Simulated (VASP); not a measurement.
Runs of VASP 6.6.1 on Al. All rows change the cell; the cell of one of them follows. It takes space group C2/m (No. 12, monoclinic). The conventional cell has a = 4.336 Å, b = 3.235 Å, c = 3.183 Å, α = 90.00°, β = 130.88°, γ = 90.00°. Around Al (site symmetry 2/m) lie 8 Al at 2.70 to 2.90 Å. This isn't the form of Al at room conditions, which is fcc.

```tsv
cell	further INCAR settings	gap on the mesh (eV)	pressure (GPa)
engineering shear strain xy -0.1050, strain +e along x and -e along y -0.0175	ALGO = Fast; EDIFF = 1e-07; NBANDS = 8	none	1.1
engineering shear strain xy -0.0350, strain +e along x and -e along y -0.0525	ALGO = Fast; EDIFF = 1e-06; NBANDS = 8	none	(a)
engineering shear strain xy -0.1050, strain +e along x and -e along y -0.0525	ALGO = Fast; EDIFF = 1e-06; NBANDS = 8	none	1.2
engineering shear strain xy -0.1400, strain +e along x and -e along y -0.0350	ALGO = Fast; EDIFF = 1e-07; NBANDS = 8	none	1.9
```

Alike in all rows: task single point; level PBE; potentials or basis VASP PAW PBE potentials, release 64 (Al); no spin polarisation; k mesh 20 × 20 × 20; cutoff (eV) 520; smearing gaussian 0.15 eV.

Task: Estimate the missing entries.

Result: (a) 0.2.

A gap of «none» marks a metal or a gap under the smearing width.
